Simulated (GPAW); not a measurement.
The system is Ag.

```
Ag
1.0
    -1.65565    1.65565    1.65565
     1.65565   -1.65565    1.65565
     1.65565    1.65565   -1.65565
Ag
1
Direct
  0.00000 0.00000 0.00000
```

This isn't the form of Ag at room conditions, which is fcc.

```yaml
Program: GPAW 26.7.0
Task: relaxation of cell and atoms
Functional: PBEsol
Dispersion: D3(BJ)
Potentials_or_basis: PAW data sets generated in the run's folder for this functional
Cutoff: 600 eV
Basis: pw
k_mesh: 11 × 11 × 11
Occupations: fermi-dirac, width 0.05 eV
Spin: no spin polarisation
```

At the start: pressure -11.9 GPa; volume 18.15 Å³/atom.

How do energy, volume and symmetry change on relaxing?

Over 5 steps the energy falls by 89.2 meV/atom and the volume is 16.05 Å³/atom (-11.6 %); space group Im-3m (No. 229, to 0.05 Å).

The path:
```csv
step,energy change (eV),largest force (eV/Å),pressure (GPa),volume (Å³)
1,0.0000,0.0000,-11.92,18.15
2,-0.0626,0.0000,-7.41,17.13
3,-0.0872,0.0000,2.37,15.78
4,-0.0891,0.0000,-0.27,16.08
5,-0.0892,0.0000,-0.01,16.05
```

Final structure:
```
Ag
1.0
    -1.58898    1.58898    1.58898
     1.58898   -1.58898    1.58898
     1.58898    1.58898   -1.58898
Ag
1
Direct
  0.00000 0.00000 0.00000
```

Caveat: later steps reuse the first step's grids; pairwise dispersion overbinds metals, which lowers pressure and volume.
